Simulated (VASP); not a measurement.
# CoSi (Pm-3m) in VASP: notebook

One crystal, CoSi, is run at these levels: PBEsol; tasks: single point.

All numbers are computed with VASP 6.6.1; they aren't measurements. Logs are shortened: lines on timing, memory, paths and dates and some standing lists are left out, and cuts for length are marked.

### 1 The crystal as given

It takes space group Pm-3m (No. 221, cubic). The conventional cell has a = 2.781 Å, b = 2.781 Å, c = 2.781 Å, α = 90.00°, β = 90.00°, γ = 90.00°. Around Co (site symmetry m-3m) lie 8 Si at 2.41 Å. Around Si (site symmetry m-3m) lie 8 Co at 2.41 Å.

Measurements of this composition are mostly on another form, of space group No. 198.

### 2 Single point, PBEsol, collinear spin, ferromagnetic start

The input, INCAR:

```
ADDGRID = False
ALGO = Normal
EDIFF = 1E-7
ENCUT = 450
GGA = PS
ISIF = 2
ISMEAR = 1
ISPIN = 2
LASPH = True
LCHARG = False
LMAXMIX = 4
LORBIT = 11
LREAL = False
LWAVE = False
MAGMOM = 2 0
NELM = 100
PREC = Accurate
SIGMA = 0.1
```

The input, KPOINTS:

```
k-points
0
Gamma
  12 12 12
```

The input, POSCAR:

```
CoSi
1.0
    2.7813340000      0.0000000000      0.0000000000
    0.0000000000      2.7813340000      0.0000000000
    0.0000000000      0.0000000000      2.7813340000
Co Si
1 1
Direct
    0.0000000000      0.0000000000      0.0000000000
    0.5000000000      0.5000000000      0.5000000000
```

Potentials or basis: VASP PAW PBE potentials, release 64 (Co, Si).

On the command line:

```console
$ cat potpaw_PBE.64/Co/POTCAR potpaw_PBE.64/Si/POTCAR > POTCAR
$ mpirun -np 1 vasp_std > vasp.out
```

OUTCAR:

```text
EDIFF = 1E-7
   ENCUT = 450
   GGA = PS
   ISIF = 2
   ISMEAR = 1
   ISPIN = 2
   LASPH = True
   LORBIT = 11
   LREAL = False
   NELM = 100
   PREC = Accurate

 Found     84 irreducible k-points:

 Following reciprocal coordinates:
            Coordinates               Weight
  0.000000  0.000000  0.000000      1.000000
  0.083333  0.000000  0.000000      6.000000
  0.166667  0.000000  0.000000      6.000000
  0.250000  0.000000  0.000000      6.000000
  0.333333  0.000000  0.000000      6.000000
  0.416667  0.000000  0.000000      6.000000
   k-points           NKPTS =     84   k-points in BZ     NKDIM =     84   number of bands    NBANDS=     11
   number of dos      NEDOS =    301   number of ions     NIONS =      2
   total plane-waves  NPLWV =   8000
   dimension x,y,z NGX =    20 NGY =   20 NGZ =   20
   dimension x,y,z NGXF=    40 NGYF=   40 NGZF=   40
   ions per type =               1   1
   NGX,Y,Z   is equivalent  to a cutoff of  11.95, 11.95, 11.95 a.u.
   NGXF,Y,Z  is equivalent  to a cutoff of  23.91, 23.91, 23.91 a.u.
 SYSTEM =  unknown system
   PREC   = accura    normal or accurate (medium, high low for compatibility)
   ISTART =      0    job   : 0-new  1-cont  2-samecut
   ICHARG =      2    charge: 1-file 2-atom 10-const
   ISPIN  =      2    spin polarized calculation?
   LNONCOLLINEAR =      F non collinear calculations
   LSORBIT =      F    spin-orbit coupling
   LASPH  =      T    aspherical Exc in radial PAW
   ENCUT  =  450.0 eV  33.07 Ry    5.75 a.u.   4.81  4.81  4.81*2*pi/ulx,y,z
   NELM   =    100;   NELMIN=  2; NELMDL= -5     # of ELM steps
   EDIFF  = 0.1E-06   stopping-criterion for ELM
   LREAL  =      F    real-space projection
   EDIFFG = 0.1E-05   stopping-criterion for IOM
   NSW    =      0    number of steps for IOM
   IBRION =     -1    ionic relax: 0-MD 1-quasi-New 2-CG
   NFREE  =      0    steps in history (QN), initial steepest desc. (CG)
   ISIF   =      2    stress and relaxation
   ISYM   =      2    0-nonsym 1-usesym 2-fastsym
   POTIM  = 0.5000    time-step for ionic-motion
   TEBEG  =    0.0;   TEEND  =   0.0 temperature during run
   PSTRESS=    0.0 pullay stress
   NELECT =      13.0000    total number of electrons
   NUPDOWN=      -1.0000    fix difference up-down
   EMIN   =  10.00;   EMAX   =-10.00  energy-range for DOS
   EFERMI =   0.00;   METHOD = LEGACY
   ISMEAR =     1;   SIGMA  =   0.10  broadening in eV -4-tet -1-fermi 0-gaus
   EFERMI_NEDOS =   21; number of points for ismear=-14 and -15
   IALGO  =     38    algorithm
   IMIX   =      4    mixing-type and parameters
     AMIX     =   0.40;   BMIX     =  1.00
     AMIX_MAG =   1.60;   BMIX_MAG =  1.00
  volume/ion in A,a.u.               =      10.76        72.60
  Fermi-wavevector in a.u.,A,eV,Ry     =   1.384000  2.615381 26.061367  1.915456
  Thomas-Fermi vector in A             =   2.508545
   LORBIT       =     11    0 simple, 1 ext, 2 COOP (PROOUT), +10 PAW based schemes
   GGA     = PS    functional components
   LHFCALC =     F    Hartree Fock is set to
   AEXX    =    0.0000 exact exchange contribution
   IVDW    =     0    specifies the selected vdW correction
   LEPSILON=     F    determine dielectric tensor
   LRPA    =     F    only Hartree local field effects (RPA)
 spin polarized calculation
 Methfessel and Paxton  Order N= 1 SIGMA  =   0.10
  energy-cutoff  :      450.00
  volume of cell :       21.52
 maximum number of plane-waves:       480
 NGX is ok and might be reduce to    20
   NGX =  9   NGY =  9   NGZ =  9

 number of electron      13.0000007 magnetization       0.5396891

 Free energy of the ion-electron system (eV)
  ---------------------------------------------------
  ext. energy  EPLUGINS =         0.00000000
  ---------------------------------------------------
  free energy    TOTEN  =       -14.53191965 eV

  energy without entropy =      -14.52979292  energy(sigma->0) =      -14.53121074

 E-fermi :  12.7487     XC(G=0): -13.0477

 val. band max:       12.7408570455   @ k =   0.4167   0.2500   0.0000
 cond. band min:      12.7536745146   @ k =   0.5000   0.4167   0.3333
 fundamental gap:      0.0128174691
 Fermi energy:        12.7486676890

 spin component 1

 k-point     1 :       0.0000    0.0000    0.0000
  band No.  band energies     occupation
      1      -1.5284      1.00000
      2       8.6077      1.00000
      3       8.6077      1.00000
      4      11.1650      1.00000
      5      11.1650      1.00000
      6      11.1650      1.00000
      7      15.7063      0.00000
      8      15.7063      0.00000
      9      15.7063      0.00000
     10      20.1881      0.00000
     11      20.1881      0.00000

 k-point     2 :       0.0833    0.0000    0.0000
  band No.  band energies     occupation
      1      -1.3946      1.00000
      2       8.5414      1.00000
      3       8.6521      1.00000
      4      11.0483      1.00000
      5      11.0483      1.00000
      6      11.1749      1.00000
      7      14.8424      0.00000
      8      15.9375      0.00000
      9      15.9375      0.00000
     10      20.1461      0.00000
     11      20.9820      0.00000

 k-point     3 :       0.1667    0.0000    0.0000
  band No.  band energies     occupation
      1      -0.9965      1.00000
      2       8.2383      1.00000
      3       8.7766      1.00000
      4      10.7662      1.00000
      5      10.7662      1.00000
      6      11.2019      1.00000
      7      13.4159     -0.00000
      8      16.5663      0.00000
      9      16.5663      0.00000
     10      20.0245      0.00000
     11      22.1356      0.00000

 k-point     4 :       0.2500    0.0000    0.0000
  band No.  band energies     occupation
      1      -0.3448      1.00000
      2       7.4579      1.00000
      3       8.9545      1.00000
      4      10.4408      1.00000
      5      10.4408      1.00000
      6      11.2391      1.00000
      7      12.4361      1.00005
      8      17.4779      0.00000
      9      17.4779      0.00000
     10      19.8406      0.00000
     11      22.9722      0.00000

 k-point     5 :       0.3333    0.0000    0.0000
  band No.  band energies     occupation
      1       0.5382      1.00000
      2       6.1941      1.00000
      3       9.1426      1.00000
      4      10.1611      1.00000
      5      10.1611      1.00000
      6      11.2767      1.00000
      7      12.0662      1.00000
      8      18.5906      0.00000
      9      18.5906      0.00000
     10      19.6339      0.00000
     11      23.6951      0.00000

 k-point     6 :       0.4167    0.0000    0.0000
  band No.  band energies     occupation
      1       1.5907      1.00000
      2       4.7806      1.00000
      3       9.2878      1.00000
      4       9.9770      1.00000
      5       9.9770      1.00000
      6      11.3044      1.00000
      7      12.0121      1.00000
      8      19.4664      0.00000
      9      19.8370      0.00000
     10      19.8370      0.00000
     11      23.2412      0.00000

 [... further k-points ...]

 spin component 2

 k-point     1 :       0.0000    0.0000    0.0000
  band No.  band energies     occupation
      1      -1.5047      1.00000
      2       9.1505      1.00000
      3       9.1505      1.00000
      4      11.5437      1.00000
      5      11.5437      1.00000
      6      11.5437      1.00000
      7      15.7322      0.00000
      8      15.7322      0.00000
      9      15.7322      0.00000
     10      20.4412      0.00000
     11      20.4412      0.00000

 k-point     2 :       0.0833    0.0000    0.0000
  band No.  band energies     occupation
      1      -1.3709      1.00000
      2       9.0525      1.00000
      3       9.2002      1.00000
      4      11.4162      1.00000
      5      11.4162      1.00000
      6      11.5541      1.00000
      7      14.9579      0.00000
      8      15.9734      0.00000
      9      15.9734      0.00000
     10      20.3857      0.00000
     11      21.1827      0.00000

 k-point     3 :       0.1667    0.0000    0.0000
  band No.  band energies     occupation
      1      -0.9728      1.00000
      2       8.6382      1.00000
      3       9.3399      1.00000
      4      11.1132      1.00000
      5      11.1132      1.00000
      6      11.5825      1.00000
      7      13.7099     -0.00000
      8      16.6208      0.00000
      9      16.6208      0.00000
     10      20.2248      0.00000
     11      22.2837      0.00000

 k-point     4 :       0.2500    0.0000    0.0000
  band No.  band energies     occupation
      1      -0.3211      1.00000
      2       7.6925      1.00000
      3       9.5410      1.00000
      4      10.7698      1.00000
      5      10.7698      1.00000
      6      11.6217      1.00000
      7      12.9473     -0.00835
      8      17.5474      0.00000
      9      17.5474      0.00000
     10      19.9818      0.00000
     11      23.0875      0.00000

 k-point     5 :       0.3333    0.0000    0.0000
  band No.  band energies     occupation
      1       0.5621      1.00000
      2       6.3157      1.00000
      3       9.7560      1.00000
      4      10.4781      1.00000
      5      10.4781      1.00000
      6      11.6612      1.00000
      7      12.7333      0.62875
      8      18.6695      0.00000
      9      18.6695      0.00000
     10      19.7094      0.00000
     11      23.7820      0.00000

 k-point     6 :       0.4167    0.0000    0.0000
  band No.  band energies     occupation
      1       1.6140      1.00000
      2       4.8561      1.00000
      3       9.9236      1.00000
      4      10.2873      1.00000
      5      10.2873      1.00000
      6      11.6903      1.00000
      7      12.7566      0.43320
      8      19.4893      0.00000
      9      19.9240      0.00000
     10      19.9240      0.00000
     11      23.3001      0.00000

 [... further k-points ...]

------------------------ aborting loop because EDIFF is reached ----------------------------------------

  FORCE on cell =-STRESS in cart. coord.  units (eV):
  Direction    XX          YY          ZZ          XY          YZ          ZX
  --------------------------------------------------------------------------------------
  -------------------------------------------------------------------------------------
  Total       -0.9257252     -0.9257252     -0.9257252     -0.0000000      0.0000000     -0.0000000
  in kB      -68.9339637    -68.9339637    -68.9339637     -0.0000000      0.0000000     -0.0000000
  external PRESSURE =     -68.9339637 kB  Pullay stress =       0.0000000 kB

 VOLUME and BASIS-vectors are now :
 -----------------------------------------------------------------------------
  energy-cutoff  :      450.00
  volume of cell :       21.52
      direct lattice vectors                 reciprocal lattice vectors
     2.781334000  0.000000000  0.000000000     0.359539703  0.000000000  0.000000000
     0.000000000  2.781334000  0.000000000     0.000000000  0.359539703  0.000000000
     0.000000000  0.000000000  2.781334000     0.000000000  0.000000000  0.359539703

 POSITION                                       TOTAL-FORCE (eV/Angst)
 -----------------------------------------------------------------------------------
      0.00000      0.00000      0.00000         0.000000      0.000000      0.000000
      1.39067      1.39067      1.39067         0.000000      0.000000      0.000000
 -----------------------------------------------------------------------------------
    total drift:                                0.000000      0.000000      0.000000

  FREE ENERGIE OF THE ION-ELECTRON SYSTEM (eV)
  ---------------------------------------------------
  free  energy   TOTEN  =       -14.5319196465 eV

  energy  without entropy=      -14.5297929172  energy(sigma->0) =      -14.53121074

 total charge

# of ion       s       p       d       tot
------------------------------------------
    1        0.441   0.593   7.584   8.618
    2        0.706   0.862   0.000   1.568
--------------------------------------------------
tot          1.147   1.456   7.584  10.186

 magnetization (x)

# of ion       s       p       d       tot
------------------------------------------
    1        0.008   0.002   0.525   0.535
    2        0.003   0.012   0.000   0.014
--------------------------------------------------
tot          0.010   0.014   0.525   0.549
```

Run time: 13 s. Hardware: 1 thread of Intel Xeon 6975P-C (Granite Rapids), shared host; peak memory 0.15 GiB.

The run converged, but some of its settings lie outside the range that counts as converged, so its numbers aren't taken as properties of the crystal.

What came out:

```
Free energy                                           : -14.5319 eV
Pressure                                              : -6.9 GPa
Band gap on the k mesh                                : none (metal or under the smearing width)
Net moment                                            : 0.54 μB per cell
Site moments                                          : Co +0.54; Si +0.01 μB
Valence electrons inside the program's atomic spheres : Co 8.62; Si 1.57
```

Caveat: the PAW data sets were made with another functional, which shifts forces and pressure a little.

### 3 Single point, PBEsol, collinear spin, ferromagnetic start

INCAR: that of step 2 with these lines changed.

```diff
@@ -17,2 +17,2 @@
 PREC = Accurate
-SIGMA = 0.1
+SIGMA = 0.05
```

KPOINTS is that of step 2.

POSCAR is that of step 2.

Potentials or basis: VASP PAW PBE potentials, release 64 (Co, Si).

On the command line:

```console
$ cat potpaw_PBE.64/Co/POTCAR potpaw_PBE.64/Si/POTCAR > POTCAR
$ mpirun -np 1 vasp_std > vasp.out
```

Run time: 15 s. Hardware: 1 thread of Intel Xeon 6975P-C (Granite Rapids), shared host; peak memory 0.15 GiB.

These settings aren't checked as converged: the numbers below hold their error.

Results:

- Free energy: -14.5311 eV
- Pressure: -6.7 GPa
- Band gap on the k mesh: none (metal or under the smearing width)
- Net moment: 0.58 μB per cell
- Site moments: Co +0.57; Si +0.02 μB
- Valence electrons inside the program's atomic spheres: Co 8.62; Si 1.57

Caveat: the PAW data sets were made with another functional, which shifts forces and pressure a little.

(Part 1 of 2 ends here.)
